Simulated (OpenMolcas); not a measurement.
# One shape, several levels: C3H8S (1-propanethiol)

Wanted: a comparison of 6 runs (HF/STO-3G, HF/def2-SVP, BLYP/def2-SVP, M06-2X/def2-SVP, SVWN5/def2-SVP, MP2/def2-SVP) of C3H8S (1-propanethiol). 

Program for the calculation: OpenMolcas 26.06.

1 further run of the same task is left out (set aside as unsound or not needed).

## (1) The system as given

The species is C3H8S (12 atoms), meant as a singlet with charge 0. SMILES: `CCCS`. Geometry: relaxed at PBE0-D4/def2-TZVP. This is one conformer, not always the lowest.

Bond lengths: C1–C2 1.517 Å, C2–C3 1.519 Å, C3–S4 1.814 Å, C1–H5 1.094 Å, C1–H6 1.092 Å, C1–H7 1.092 Å, C2–H8 1.097 Å, C2–H9 1.094 Å, C3–H10 1.092 Å, C3–H11 1.093 Å, S4–H12 1.342 Å. Some angles: C1–C2–C3 113.9°, C2–C3–S4 115.3°, C1–C2–H8 109.5°, C1–C2–H9 109.9°, C3–C2–H8 107.6°, C3–C2–H9 109.0°, C2–C1–H5 111.2°, C2–C1–H6 111.2°, C2–C1–H7 111.1°, C2–C3–H10 110.3°.

## (2) Energy and forces at HF/STO-3G (run 1)

Input file run.input:

```
&GATEWAY
 BasLib
 $CurrDir
 Coord
 12
 angstrom
 C       -1.283300      -0.379200      -0.272800
 C        0.045200      -0.724800       0.373600
 C        1.180600       0.206600      -0.015700
 S        1.010700       1.918500       0.559900
 H       -1.199600      -0.359800      -1.363700
 H       -1.640700       0.599300       0.056300
 H       -2.049500      -1.112000      -0.012100
 H        0.337600      -1.742000       0.086700
 H       -0.058900      -0.723300       1.462800
 H        2.117600      -0.129200       0.434600
 H        1.332400       0.212800      -1.097800
 H        0.025600       2.287900      -0.272500
 Basis
 STO-3G
 Group
 NoSym

&SEWARD

&SCF
 Thresholds
 1e-10 1e-07 1e-07 1e-05
 PrOrbitals
 1 2

&ALASKA
```

The basis set STO-3G is read from a file made from the Basis Set Exchange's data (not shown).

Launch:

```bash
$ export MOLCAS_MEM=1860
$ pymolcas run.input > run.log
```

What it wrote:

```text
--- Start Module: gateway ---
[...]
--- Stop Module: gateway /rc=_RC_ALL_IS_WELL_ ---
[...]
      Basis functions           32
[...]
--- Start Module: scf ---
[...]
       Convergence after  11 Iterations
[...]
::    Total SCF energy                               -510.0531477281
[...]
      Total spin, S                                     0.0000000000
[...]
      Total electronic charge=   42.000000
      Total            charge=   -0.000000
[...]
      Dipole Moment (debye):
      Origin of the operator (angstrom)=    0.4009    0.6523    0.2395
                   X= -4.3455E-01               Y= -6.8823E-01               Z= -6.6068E-01           Total=  1.0483E+00
      Quadrupole Moment (debye*angstrom):
[...]
--- Stop Module: scf /rc=_RC_ALL_IS_WELL_ ---
--- Start Module: alaska ---
[...]
 *              Molecular gradients               *
 **************************************************
  Irreducible representation: a
 ------------------------------------------------------------------------------------------
                              X                       Y                       Z
 ------------------------------------------------------------------------------------------
  C1                2.37042874181395E-02   -5.94729311576270E-03    1.16690247160605E-02
  C2               -6.30319974719284E-03    2.49850229238318E-02   -1.45261484340213E-02
  C3               -2.12985252547973E-02   -2.86661343584411E-02    4.97578028125423E-03
  S4                5.61493403545033E-03   -1.72483707436122E-03    3.61749102155962E-03
  H5               -2.19875080950283E-04    1.17157732477668E-05   -7.03996636996429E-03
  H6               -2.26031530522164E-03    5.51991391629114E-03    1.99830605093188E-03
  H7               -4.66363195843567E-03   -2.75008380472386E-03    5.47375039350539E-04
  H8                3.81184456580219E-03   -4.95883902045779E-03   -1.64864050454616E-03
[...]
--- Stop Module: alaska /rc=_RC_ALL_IS_WELL_ ---
[...]
```

Wall time 1.5 s (1 thread of Intel Xeon 6975P-C (Granite Rapids), shared host); peak memory 0.37 GiB.

## (3) Energy and forces at HF/def2-SVP (run 2)

Input file test.inp:

```
>>> EXPORT MOLCAS_PRINT=2

&GATEWAY
  BasLib=$CurrDir
  Coord
  12
  angstrom
  C       -1.283300      -0.379200      -0.272800
  C        0.045200      -0.724800       0.373600
  C        1.180600       0.206600      -0.015700
  S        1.010700       1.918500       0.559900
  H       -1.199600      -0.359800      -1.363700
  H       -1.640700       0.599300       0.056300
  H       -2.049500      -1.112000      -0.012100
  H        0.337600      -1.742000       0.086700
  H       -0.058900      -0.723300       1.462800
  H        2.117600      -0.129200       0.434600
  H        1.332400       0.212800      -1.097800
  H        0.025600       2.287900      -0.272500
  Basis=def2-SVP
  Group=NoSym

&SEWARD

&SCF
  Thresholds=1e-10 1e-07 1e-07 1e-05
  PrOrbitals=1

&ALASKA
```

The basis set def2-SVP is read from a file made from the Basis Set Exchange's data (not shown).

Launch:

```bash
$ export MOLCAS_MEM=1860
$ pymolcas test.inp > test.log
```

What it wrote:

```text
--- Start Module: gateway ---
[...]
--- Stop Module: gateway /rc=_RC_ALL_IS_WELL_ ---
[...]
      Basis functions          100
[...]
--- Start Module: scf ---
[...]
       Convergence after  12 Iterations
[...]
::    Total SCF energy                               -515.5815231201
[...]
      Total spin, S                                     0.0000000000
[...]
      Total electronic charge=   42.000000
      Total            charge=   -0.000000
[...]
      Dipole Moment (debye):
      Origin of the operator (angstrom)=    0.4009    0.6523    0.2395
                   X= -5.6592E-01               Y= -1.2774E+00               Z= -9.6892E-01           Total=  1.7002E+00
      Quadrupole Moment (debye*angstrom):
[...]
--- Stop Module: scf /rc=_RC_ALL_IS_WELL_ ---
[...]
--- Start Module: alaska ---
[...]
 *              Molecular gradients               *
 **************************************************
  Irreducible representation: a
 ------------------------------------------------------------------------------------------
                              X                       Y                       Z
 ------------------------------------------------------------------------------------------
  C1                4.80691365260189E-03   -7.57094273546421E-04    1.34430799390239E-03
  C2               -1.19158468970304E-03    4.08439572345820E-03   -2.50347673887097E-03
  C3               -6.48529948775822E-03    1.99186299970977E-03    1.79504261823049E-03
  S4                4.19826857410666E-03   -6.14644968040778E-03    2.26606102441096E-03
  H5                3.71186598936202E-04    1.13964743188699E-04   -6.16460052929924E-04
  H6                3.06338491080194E-04    1.54097478685733E-03    5.19412337765202E-04
  H7               -3.15403342260101E-04   -1.88683744578366E-04    1.22349428578472E-04
  H8                6.69811178421797E-04   -1.14659906638170E-03   -4.23250018249166E-04
[...]
--- Stop Module: alaska /rc=_RC_ALL_IS_WELL_ ---
[...]
```

It took 8.7 s on 1 thread of Intel Xeon 6975P-C (Granite Rapids), shared host; peak memory 0.56 GiB.

## (4) Energy and gradient at BLYP/def2-SVP (run 3)

Input file job.input:

```
* C3H8S Kohn-Sham DFT
>>> EXPORT MOLCAS_PRINT=2
&gateway
baslib
$CurrDir
basisset
C.def2-SVP....
C1 -1.283300 -0.379200 -0.272800 angstrom
C2 0.045200 -0.724800 0.373600 angstrom
C3 1.180600 0.206600 -0.015700 angstrom
End of Basis
basisset
S.def2-SVP....
S4 1.010700 1.918500 0.559900 angstrom
End of Basis
basisset
H.def2-SVP....
H5 -1.199600 -0.359800 -1.363700 angstrom
H6 -1.640700 0.599300 0.056300 angstrom
H7 -2.049500 -1.112000 -0.012100 angstrom
H8 0.337600 -1.742000 0.086700 angstrom
H9 -0.058900 -0.723300 1.462800 angstrom
H10 2.117600 -0.129200 0.434600 angstrom
H11 1.332400 0.212800 -1.097800 angstrom
H12 0.025600 2.287900 -0.272500 angstrom
End of Basis
&seward
gridinput
Grid=UltraFine
End of Grid
&scf
ksdft
BLYP
thresholds
1e-10 1e-07 1e-07 1e-05
prorbitals
1 1
&alaska
```

The basis set def2-SVP is read from a file made from the Basis Set Exchange's data (not shown).

Launch:

```bash
$ export MOLCAS_MEM=1860
$ pymolcas job.input > job.log
```

What it wrote:

```text
--- Start Module: gateway ---
[...]
--- Stop Module: gateway /rc=_RC_ALL_IS_WELL_ ---
[...]
      Basis functions          100
[...]
--- Start Module: scf ---
[...]
       Convergence after  14 Iterations
[...]
::    Total KS-DFT energy                            -517.0185214189
[...]
      Total spin, S                                     0.0000000000
[...]
      Total electronic charge=   42.000000
      Total            charge=   -0.000000
[...]
      Dipole Moment (debye):
      Origin of the operator (angstrom)=    0.4009    0.6523    0.2395
                   X= -4.4094E-01               Y= -1.0509E+00               Z= -8.3264E-01           Total=  1.4114E+00
      Quadrupole Moment (debye*angstrom):
[...]
--- Stop Module: scf /rc=_RC_ALL_IS_WELL_ ---
[...]
--- Start Module: alaska ---
[...]
 *              Molecular gradients               *
 **************************************************
  Irreducible representation: a
 ------------------------------------------------------------------------------------------
                              X                       Y                       Z
 ------------------------------------------------------------------------------------------
  C1                8.21444831120566E-04    1.53812038954726E-03   -5.27754548840687E-04
  C2                4.76099761683280E-04    5.06659127824882E-04    1.43383185147927E-03
  C3                9.81118352090249E-05    2.99666516240737E-03    1.18133822190281E-04
  S4               -7.79738671685593E-03   -1.42260312449860E-02   -1.22973969448994E-02
  H5               -5.27582849658981E-05   -2.31492768970082E-04    1.08235578165088E-02
  H6                3.84878770440666E-03   -9.43180367959728E-03   -2.86372767556320E-03
  H7                8.30535568526880E-03    7.04501480073194E-03   -2.22800592197936E-03
  H8               -2.67722579494900E-03    1.02380789934298E-02    2.36091062615662E-03
[...]
--- Stop Module: alaska /rc=_RC_ALL_IS_WELL_ ---
[...]
```

Wall time 43 s (1 thread of Intel Xeon 6975P-C (Granite Rapids), shared host); peak memory 0.56 GiB.

Runs 4 to 5 aren't shown in full; the table further down has their settings and results.

## (5) The energy at MP2/def2-SVP (run 6)

Input file mol.xyz:

```xyz
12

C     -1.283300    -0.379200    -0.272800
C      0.045200    -0.724800     0.373600
C      1.180600     0.206600    -0.015700
S      1.010700     1.918500     0.559900
H     -1.199600    -0.359800    -1.363700
H     -1.640700     0.599300     0.056300
H     -2.049500    -1.112000    -0.012100
H      0.337600    -1.742000     0.086700
H     -0.058900    -0.723300     1.462800
H      2.117600    -0.129200     0.434600
H      1.332400     0.212800    -1.097800
H      0.025600     2.287900    -0.272500
```

Input file job.inp:

```
&gateway
 baslib = $CurrDir
 coord = mol.xyz
 basis = def2-SVP
 group = NoSym

&seward

&scf
 thresholds = 1e-10 1e-07 1e-07 1e-05
 prorbitals = 1 2

&mbpt2
 frozen = 8
```

The basis set def2-SVP is read from a file made from the Basis Set Exchange's data (not shown).

Launch:

```bash
$ export MOLCAS_MEM=1860
$ pymolcas job.inp > job.log
```

What it wrote:

```text
--- Start Module: gateway ---
[...]
--- Stop Module: gateway /rc=_RC_ALL_IS_WELL_ ---
[...]
      Basis functions          100
[...]
--- Start Module: scf ---
[...]
       Convergence after  12 Iterations
[...]
::    Total SCF energy                               -515.5815231201
[...]
      Total spin, S                                     0.0000000000
[...]
      Total electronic charge=   42.000000
      Total            charge=   -0.000000
[...]
      Dipole Moment (debye):
      Origin of the operator (angstrom)=    0.4009    0.6523    0.2395
                   X= -5.6592E-01               Y= -1.2774E+00               Z= -9.6892E-01           Total=  1.7002E+00
      Quadrupole Moment (debye*angstrom):
[...]
--- Stop Module: scf /rc=_RC_ALL_IS_WELL_ ---
[...]
--- Start Module: mbpt2 ---
[...]
WARNING!
Default frozen orbitals as non valence orbitals is overwritten by user input.
Default values:   8
[...]
       Reference weight ( Cref**2 )         =        0.83231
::    Total MBPT2 energy                             -516.1531774020
[...]
      Total MBPT2 calculations                           0.31      0.36
--- Stop Module: mbpt2 /rc=_RC_ALL_IS_WELL_ ---
[...]
```

Run time: 7.5 s. Hardware: 1 thread of Intel Xeon 6975P-C (Granite Rapids), shared host; peak memory 0.56 GiB.

## (6) Overview of the runs

```
run            level  integration grid      task  energy (Eh)  dipole moment (D) of the reference  HOMO energy (eV)  LUMO energy (eV)  wall time
  1        HF/STO-3G                 –  gradient  -510.053148                                1.05             -6.96             12.43      1.5 s
  2      HF/def2-SVP                 –  gradient  -515.581523                                1.70             -9.57              4.38      8.7 s
  3    BLYP/def2-SVP         UltraFine  gradient  -517.018521                                1.41             -5.11              0.30       43 s
  4  M06-2X/def2-SVP         UltraFine  gradient  -517.024737                                1.60             -7.81              2.00       54 s
  5   SVWN5/def2-SVP         UltraFine  gradient  -514.601003                                1.55             -5.37              0.05       31 s
  6     MP2/def2-SVP                 –    energy  -516.153177                                1.70             -9.57              4.38      7.5 s
```

## (7) Summary of results

```
                                          quantity          value
                               run 6: total energy  -516.15318 Eh
         run 6: dipole moment (mean-field density)         1.70 D
        run 6: HOMO energy (Hartree–Fock orbitals)       -9.57 eV
        run 6: LUMO energy (Hartree–Fock orbitals)        4.38 eV
      run 6: HOMO–LUMO gap (Hartree–Fock orbitals)       13.95 eV
run 6: correlation energy (8 core orbitals frozen)     -571.7 mEh
```

Over runs 1, 2, 3, 4, 5 the dipole moment (its size) runs from 1.05 D (HF/STO-3G) to 1.70 D (HF/def2-SVP). Over runs 1, 2, 3, 4, 5 the HOMO–LUMO gap runs from 5.41 eV (BLYP/def2-SVP) to 19.40 eV (HF/STO-3G). The two ends differ in method and basis. Totals of different functionals can't be ranked against each other. In run 1 the basis is minimal, so the values are rough. All runs together took 2.4 min, the longest 54 s.
